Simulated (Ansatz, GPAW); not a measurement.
# C2 in line between two Ag chains: relaxation, then transmission at several levels, part 4 of 4

Aim: the conductance of C2 in line between two Ag chains after relaxation, and whether geometry, basis or functional moves it most.

GPAW 26.7.0 and Ansatz 0.2.0; Ansatz plane waves; relaxation of the junction with the lead ends held (the session's first sound run).

So far, transmission at the Fermi level (one spin): step 3 (plane-wave reference (PBE)) 0.117; step 5 (single-zeta polarised basis, PBE, GPAW) 0.130; step 6 (GPAW, sz: basis = "sz(dzp)", PBE, GPAW) 0.162; step 7 (RPBE in the dzp basis: xc = "RPBE") 0.148; step 8 (the structure as built: geometry = "as built", PBE, GPAW) 0.227. Also open channels of the lead at the Fermi level (one spin): 1 in steps 3, 4, 5 and 6.

**10. The levels side by side**

The curves are compared point by point over the common energies.

This step: comparison of transmission and cost over codes, levels and geometry (GPAW 26.7.0).

Ladder, by row:

```
    step    code  T at the Fermi level (sum over the listed spins)  conductance (G0)  r.m.s. T(E) from the first  wall time (s)  peak memory (GiB)  threads
  pw-pbe  Ansatz                                            0.1168             0.116                           0            110              4.651        4
     dzp    GPAW                                            0.1446            0.1437                     0.08123          126.2               1.44        1
     szp    GPAW                                            0.1299            0.1292                     0.08343          67.63               1.37        1
      sz    GPAW                                            0.1619             0.162                      0.2126           56.2               1.33        1
dzp-RPBE    GPAW                                             0.148            0.1472                     0.07638          123.2               1.44        1
 asbuilt    GPAW                                            0.2272            0.2286                      0.2149          128.8               1.44        1
```

The transmission, zone mean, sum over the listed spins by energy, zero at the Fermi level:

```
energy (eV)   pw-pbe      dzp      szp       sz  dzp-RPBE  asbuilt
     -2.000  0.00780   0.0203   0.0127   0.0672    0.0122    0.146
     -1.800   9.6e-4  0.00337  0.00399   0.0148   0.00120   0.0431
     -1.600        0   2.3e-8  0.00126  0.00318    1.7e-9   2.4e-6
     -1.400        0   1.8e-9   1.1e-9   2.5e-9    4.9e-9   2.5e-9
     -1.200        0   1.5e-9  1.7e-10  1.7e-11    1.5e-9   2.7e-9
     -1.000   0.0209  0.00534  0.00280   2.7e-4   0.00665  0.00742
     -0.800    0.877    0.467    0.399   0.0310     0.501   0.0885
     -0.750    0.988    0.810    0.803   0.0786     0.841    0.135
     -0.700    0.813    0.994    0.994    0.183     0.995    0.209
     -0.600    0.488    0.728    0.653    0.738     0.715    0.523
     -0.525    0.372    0.530    0.468    0.990     0.526    0.905
     -0.400    0.337    0.424    0.398    0.846     0.431    0.789
     -0.325    0.486    0.534    0.245    0.150     0.520    0.567
     -0.200    0.106    0.140    0.136    0.216     0.148    0.372
     -0.100    0.123    0.156    0.142    0.191     0.161    0.289
      0.000    0.117    0.145    0.130    0.162     0.148    0.227
      0.200   0.0913    0.107   0.0946    0.110     0.109    0.142
      0.400   0.0712   0.0787   0.0690   0.0780    0.0810   0.0954
      0.600   0.0602   0.0637   0.0557   0.0624    0.0659   0.0725
      0.800   0.0548   0.0567   0.0497   0.0558    0.0588   0.0607
      1.000   0.0524   0.0537   0.0476   0.0539    0.0558   0.0535
      1.200   0.0518   0.0529   0.0475   0.0546    0.0551   0.0483
      1.400   0.0530   0.0540   0.0491   0.0572    0.0563   0.0442
      1.600   0.0562   0.0572   0.0529   0.0621    0.0598   0.0410
      1.800   0.0624   0.0636   0.0598   0.0701    0.0666   0.0384
      2.000   0.0722   0.0740   0.0711   0.0833    0.0783   0.0363
```

**11. Potential alignment off**

Without the shift, lead and junction are matched by their Fermi levels alone.

This step: GPAW LCAO, PAW setups; Landauer transmission from Green's functions with principal layers (ASE), zero bias (GPAW 26.7.0).

The input, run.py:

```python
import json
import numpy as np
from ase import Atoms
from ase.transport.calculators import TransportCalculator
from gpaw import GPAW, FermiDirac
from gpaw.lcao.tools import get_lcao_hamiltonian
from scipy.linalg import eigh

# The junction with lead layers at both ends, along the third cell vector
device = Atoms(
    ['Ag', 'Ag', 'Ag', 'Ag', 'Ag', 'Ag', 'Ag', 'C', 'C', 'Ag', 'Ag', 'Ag', 'Ag', 'Ag', 'Ag', 'Ag'],
    positions=[
        [4.50000, 4.50000, 1.33000],
        [4.50000, 4.50000, 3.99000],
        [4.50000, 4.50000, 6.65000],
        [4.50000, 4.50000, 9.31000],
        [4.50000, 4.50000, 11.97000],
        [3.92936, 4.07098, 14.58157],
        [4.76643, 4.66025, 17.18742],
        [4.56982, 4.54721, 19.20242],
        [4.45063, 4.56231, 20.44818],
        [4.28555, 4.72246, 22.46202],
        [4.97412, 3.96315, 25.06751],
        [4.50000, 4.50000, 27.67840],
        [4.50000, 4.50000, 30.33840],
        [4.50000, 4.50000, 32.99840],
        [4.50000, 4.50000, 35.65840],
        [4.50000, 4.50000, 38.31840]],
    cell=[[9.0, 0.0, 0.0], [0.0, 9.0, 0.0], [0.0, 0.0, 39.6484]],
    pbc=True)

# One principal layer of the lead: the first 4 atoms of the device
lead = Atoms(
    ['Ag', 'Ag', 'Ag', 'Ag'],
    positions=[
        [4.50000, 4.50000, 1.33000],
        [4.50000, 4.50000, 3.99000],
        [4.50000, 4.50000, 6.65000],
        [4.50000, 4.50000, 9.31000]],
    cell=[[9.0, 0.0, 0.0], [0.0, 9.0, 0.0], [0.0, 0.0, 10.64]],
    pbc=True)

settings = dict(mode='lcao', basis='dzp', xc='PBE', h=0.2,
                occupations=FermiDirac(0.1), maxiter=250,
                mixer=dict(beta=0.1, nmaxold=8, weight=100.0),
                convergence=dict(density=0.0001))
energies = np.arange(-2, 2 + 1e-9, 0.025)
eta = 0.0001
n1, n2 = 1, 1
# k and -k transmit alike, so half of the mesh across the current serves
mesh = [(i, j) for i in range(n1) for j in range(n2) if (i, j) <= (-i % n1, -j % n2)]
weights = np.array([1 if (i, j) == (-i % n1, -j % n2) else 2 for i, j in mesh]) / (n1 * n2)

# [... helper functions left out ...]
fermi_lead = ground_state(lead, (1, 1, 11), 'lead.txt')
fermi_device = ground_state(device, (1, 1, 2), 'device.txt')
# [... loop over the mesh left out, but for ...]
        # Lead and device are aligned by their Fermi levels alone
        shift = 0.0
# [...]
kT = 8.617333e-5 * 300
bias = [0.1, 0.2, 0.5, 1.0, 1.5, 2.0]
# [... integrals and printing left out ...]
```

Run with:

```bash
> OMP_NUM_THREADS=1 OPENBLAS_NUM_THREADS=1 python run.py
```

What it wrote:

```text
basis functions: device 404, principal layer 108
Fermi level: lead -3.7843 eV, device -3.9801 eV; lead shifted by 0.0000 eV
largest coupling past the next layer 3.56e-05 eV, largest misfit of the first layer 0.047 eV
  E-E_F (eV)   T (one spin)  channels
    -2.000    2.0248e-02    3.0000
    -1.975    1.7380e-02    3.0000
    -1.950    1.4818e-02    3.0000
    -1.925    1.2511e-02    3.0000
    -1.900    1.0418e-02    3.0000
    -1.875    8.5037e-03    3.0000
    -1.850    6.7278e-03    3.0000
    -1.825    5.0313e-03    3.0000
    -1.800    3.3033e-03    3.0000
    -1.775    1.2040e-03    1.0000
    -1.750    1.4008e-03    1.0000
    -1.725    1.4827e-03    1.0000
    -1.700    1.4881e-03    1.0000
    -1.675    1.4001e-03    1.0000
    -1.650    1.1786e-03    1.0000
    -1.625    7.4952e-04    1.0000
[...]
1.825    6.4598e-02    1.0000
     1.850    6.5720e-02    1.0000
     1.875    6.6912e-02    1.0000
     1.900    6.8178e-02    1.0000
     1.925    6.9518e-02    1.0000
     1.950    7.0935e-02    1.0000
     1.975    7.2433e-02    1.0000
     2.000    7.4012e-02    1.0000
conductance at 300 K: 0.14373 G0 a cell; thermopower 7.704 uV/K
current from the zero-bias T(E) at 0.1 V: 1.1111 uA
current from the zero-bias T(E) at 0.2 V: 2.2057 uA
current from the zero-bias T(E) at 0.5 V: 5.142 uA
current from the zero-bias T(E) at 1.0 V: 13.823 uA
current from the zero-bias T(E) at 1.5 V: 29.533 uA
current from the zero-bias T(E) at 2.0 V: 35.541 uA
```

The job ended after 2.1 min (1 thread of Arm Neoverse V1, shared host; peak memory 1.4 GiB).

Numbers from this step:

```
conductance                                 : 0.1437 G₀
thermopower                                 : 7.704 μV/K
largest misfit of the first principal layer : 0.04674 eV
shift that aligns the lead                  : 0 eV
transmission at the Fermi level (one spin)  : 0.1446
```

One spin. The transmission, zone mean by energy, zero at the Fermi level:

```
energy (eV)  transmission, zone mean
     -2.000                   0.0202
     -1.900                   0.0104
     -1.800                  0.00330
     -1.700                  0.00149
     -1.600                   1.1e-7
     -1.500                   1.7e-9
     -1.400                   1.9e-9
     -1.300                   1.5e-9
     -1.200                   1.6e-9
     -1.100                        0
     -1.000                  0.00534
     -0.900                   0.0866
     -0.800                    0.466
     -0.700                    0.994
     -0.600                    0.728
     -0.500                    0.489
     -0.400                    0.424
     -0.325                    0.534
     -0.300                    0.122
     -0.200                    0.140
     -0.125                    0.156
     -0.100                    0.156
      0.000                    0.145
      0.100                    0.126
      0.200                    0.107
      0.300                   0.0908
      0.400                   0.0787
      0.500                   0.0699
      0.600                   0.0637
      0.700                   0.0595
      0.800                   0.0567
      0.900                   0.0549
      1.000                   0.0537
      1.100                   0.0531
      1.200                   0.0530
      1.300                   0.0532
      1.400                   0.0540
      1.500                   0.0553
      1.600                   0.0572
      1.700                   0.0599
      1.800                   0.0635
      1.900                   0.0682
      2.000                   0.0740
```

Crossings of the lead's bands, unfolded to its shortest repeat. Table of open channels, zone mean by energy, zero at the Fermi level:

```
energy (eV)  open channels, zone mean
     -2.000                         3
     -1.800                         3
     -1.600                         0
     -1.400                         0
     -1.200                         0
     -1.000                         1
     -0.800                         1
     -0.600                         1
     -0.400                         1
     -0.200                         1
      0.000                         1
      0.200                         1
      0.400                         1
      0.600                         1
      0.800                         1
      1.000                         1
      1.200                         1
      1.400                         1
      1.600                         1
      1.800                         1
      2.000                         1
```

Not self-consistent under bias; the bias window is split evenly. Current through one cell, from the zero-bias transmission against bias:

```
bias (V)  current through one cell, from the zero-bias transmission (μA)
   0.100                                                            1.11
   0.200                                                            2.21
   0.500                                                            5.14
   1.000                                                            13.8
   1.500                                                            29.5
   2.000                                                            35.5
```

Transmission of the three most open eigenchannels against energy, zero at the Fermi level:

```
energy (eV)  channel 1  channel 2  channel 3
     -2.000     0.0124    0.00581    0.00207
     -1.900    0.00552    0.00281    0.00209
     -1.800    0.00181     9.0e-4     5.9e-4
     -1.700    0.00149     1.6e-9          0
     -1.600     1.1e-7     1.7e-9          0
     -1.500     1.7e-9          0          0
     -1.400     1.9e-9          0          0
     -1.300     1.5e-9          0          0
     -1.200     1.6e-9          0          0
     -1.100          0          0          0
     -1.000    0.00534    6.8e-11          0
     -0.900     0.0866     1.3e-9          0
     -0.800      0.466     1.5e-9          0
     -0.700      0.994     1.5e-9          0
     -0.600      0.728     1.6e-9          0
     -0.500      0.489     1.6e-9          0
     -0.400      0.424     1.6e-9          0
     -0.300      0.122     1.6e-9          0
     -0.200      0.140     1.6e-9          0
     -0.100      0.156     1.7e-9          0
      0.000      0.145     1.7e-9          0
      0.100      0.126     1.7e-9          0
      0.200      0.107     1.7e-9          0
      0.300     0.0908     1.7e-9          0
      0.400     0.0787     1.7e-9          0
      0.500     0.0699     1.7e-9          0
      0.600     0.0637     1.7e-9          0
      0.700     0.0595     1.7e-9          0
      0.800     0.0567     1.7e-9          0
      0.900     0.0549     1.7e-9          0
      1.000     0.0537     1.7e-9          0
      1.100     0.0531     1.7e-9          0
      1.200     0.0530     1.7e-9          0
      1.300     0.0532     1.7e-9          0
      1.400     0.0540     1.7e-9          0
      1.500     0.0553     1.7e-9          0
      1.600     0.0572     1.7e-9          0
      1.700     0.0599     1.7e-9          0
      1.800     0.0635     1.7e-9          0
      1.900     0.0682     1.7e-9          0
      2.000     0.0740     1.7e-9          0
```

The conductance equals that of the dzp run to 0.2 %.

**12. Summary of results**

```json
{
 "conductance": "0.144 G₀",
 "transmission at the Fermi level, mean of the spins": "0.145",
 "thermopower": "7.75 μV/K",
 "open channels of the lead there": "1"
}
```

In the dzp basis the junction conducts 0.144 G₀ at 300 K, with T = 0.145 a spin at the Fermi level; no smaller basis tried comes within 10 % of that conductance. Relaxation moved atoms by up to 0.72 Å and took the conductance from 0.229 to 0.144 G₀, as a ratio a larger change than the step from dzp to the minimal basis. Plane waves (PBE) give T = 0.117 there. The scatterer reflects about 86 % of the incoming channels at the Fermi level. At the Fermi level one eigenchannel carries the current (0.14). The positive thermopower says that the thermally weighted transmission is larger below the Fermi level, as for hole-like transport. Measured against the first run (pw-pbe), the nearest curve is that of dzp-RPBE (r.m.s. 0.076) and the farthest that of asbuilt (0.21). Over the compared runs wall time goes from 56 s (sz) to 129 s (asbuilt), on a shared host; the plane-wave run used 4 threads and the orbital runs 1. The leads kept an estimated spacing and the cell its length, so the junction may be under some tension or compression. An evenly spaced straight chain is an idealisation: free chains tend to dimerise, zigzag or, where a band edge lies near the Fermi level, turn magnetic. The currents use the zero-bias T(E) throughout, which holds only while the bias is small against the distance to the nearest feature.

[Logs are printed without paths, hosts, clocks, repeated set-up lines and the standing remarks that a program may print on its own settings, such as how far it seeks lower states.]

[Hosts, paths, dates, database ids (printed as entryN), source tags and the programs' standing remarks are cut or masked in the printed files.]
